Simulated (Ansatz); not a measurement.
# BaO (rocksalt structure)

Computed with Ansatz (plane waves, PAW, 420 eV cutoff): PBE, scalar-relativistic, no spin polarisation, 10×10×10 k-mesh, Gaussian smearing of 0.05 eV; PAW files: Ansatz's generated set soft_2.

```
Ba O
1.0
     0.00000    2.78682    2.78682
     2.78682    0.00000    2.78682
     2.78682    2.78682    0.00000
Ba O
1 1
Direct
  0.50000 0.50000 0.50000
  0.00000 0.00000 0.00000
```

The compound is reported in the structure type of the start.

Path: Γ–X–U | K–Γ–L–W–X, with Γ = (0.000, 0.000, 0.000), X = (0.500, 0.000, 0.500), U = (0.625, 0.250, 0.625), K = (0.375, 0.375, 0.750), L = (0.500, 0.500, 0.500), W = (0.500, 0.250, 0.750) in reciprocal vectors of the calculation's cell.

Task: Is it a metal or an insulator, and if it has a gap, where are the band edges on this path?

Result: An insulator with a gap of 2.10 eV on the path, the valence band topping at X and the conduction band bottoming at X; the smallest direct gap is 2.10 eV.

Levels between -3 and 5 eV from the Fermi level at the path's named points:
```tsv
point	below E_F (eV)	above E_F (eV)
Γ	-1.45 -1.45 -1.45	2.47 3.70 3.70 3.70
X	-1.24 -1.24 -1.05	1.05 4.90
U and K	-1.95 -1.77 -1.19	2.39
L	-2.95 -2.44 -2.44	3.89
W	-2.33 -1.25 -1.25	3.49 3.49
```

Formal charges Ba²⁺, O²⁻ balance and leave closed shells on every ion, so a band insulator is expected, and the gap is 2.10 eV.

Kohn–Sham gaps of semilocal functionals lie under measured ones, often by a third or more. These numbers lack spin–orbit coupling.
